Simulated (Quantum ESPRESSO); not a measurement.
## CoO under changes of volume

One of the cells (9.684 Å³/atom); the others are scaled copies at fixed shape and fractional positions:

```
Co O
1.0
     0.00000    2.13150    2.13150
     2.13150    0.00000    2.13150
     2.13150    2.13150    0.00000
Co O
1 1
Direct
  0.00000 0.00000 0.00000
  0.50000 0.50000 0.50000
```

```yaml
Program: Quantum ESPRESSO 7.5
Functional: PBE
Dispersion: D3(BJ)
Potentials_or_basis: PseudoDojo 0.4.1 SR PBE standard
Cutoff: 1306 eV
Density_cutoff: 5225 eV
k_mesh: 11 × 11 × 11
Occupations: fermi-dirac, width 0.05 eV
Spin: collinear spin, ferromagnetic start
Starting_moments: "[2.0, 0.0] μB"
```

| volume (Å³/atom) | energy over the lowest point (meV/atom) | pressure (GPa) | moment (μB per cell) |
| --- | --- | --- | --- |
| 9.103 | 34.03 | 6.3 | 2.90 |
| 9.297 | 28.83 | 2.2 | 2.95 |
| 9.490 | 27.89 | 3.2 | 2.98 |
| 9.684 | 0.00 | -5.5 | 2.99 |
| 9.878 | ? | ? | ? |
| 10.071 | 21.60 | -11.8 | 3.00 |
| 10.265 | 37.67 | -14.4 | 3.00 |

**Question.** What does the run at 9.878 Å³/atom give?

**Answer.** Energy over the lowest point 8.90 meV/atom; pressure -8.9 GPa; moment 3.00 μB per cell.

The energies don't lie on one smooth curve, so no fit is given. The run at 9.490 Å³/atom lies farthest off, from a change of basis, grid or state.

Energies are extrapolated to zero smearing.

Caveats: a cell with one magnetic atom can't hold antiferromagnetic order, which such compounds often take; pairwise dispersion overbinds metals, which lowers pressure and volume.
